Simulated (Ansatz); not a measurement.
BAs (zincblende), relaxed with r2SCAN: 5 runs in Ansatz 0.2.0, each a calculation of independent-particle optics. Space group F-43m (No. 216), cubic; a = 4.784 Å in the conventional setting, 13.68 Å³ an atom. B is surrounded by 4 As at 2.07 Å; As is surrounded by 4 B at 2.07 Å. Calculated for a static, non-magnetic cell.

```yaml
crystal:
  lattice:
    - [0.00000, 2.39187, 2.39187]
    - [2.39187, 0.00000, 2.39187]
    - [2.39187, 2.39187, 0.00000]
  atoms:
    - { symbol: B, position: [0.00000, 0.00000, 0.00000] }
    - { symbol: As, position: [0.25000, 0.25000, 0.25000] }
```

On meshes this coarse, single peaks can be features of the mesh. No local fields, no excitons; the zone sum runs over the cells of the mesh, and ε∞ includes the bands left out of the spectrum. Up to four peaks are listed, those above 15 % of the tallest and inside the complete range; the four can differ from row to row. Rows marked drawn have settings drawn at random (some not listed).

```tsv
functional	k mesh	broadening (eV)	scissors (eV)	range (eV)	settings	direct gap on the mesh before scissors (eV)	ε∞ xx	ε∞ yy	ε∞ zz	complete up to (eV)	tallest peaks of mean ε₂ (eV)
PBE	8×8×8	0.1	0.00	0–12	chosen	3.28	10.12	10.12	10.12	12.0	5.55 6.60
r2SCAN	8×8×8	0.1	0.00	0–12	chosen	3.44	9.33	9.33	9.33	12.0	6.00 7.00
LDA	8×8×8	0.1	0.00	0–12	chosen	3.25	10.26	10.26	10.26	12.0	5.50 6.55
PBE	8×8×8	0.1	0.84 (to HSE06)	0–12	chosen	3.28	8.94	8.94	8.94	12.0	6.40 7.45
LDA	8×8×8	0.05	0.60	2–10	drawn	3.25	9.36	9.36	9.36	10.0	6.10 7.15 7.70
```

The fundamental gap is indirect (1.20 eV with PBE on 8×8×8); the table holds the direct one.

Spin-orbit coupling is left out.
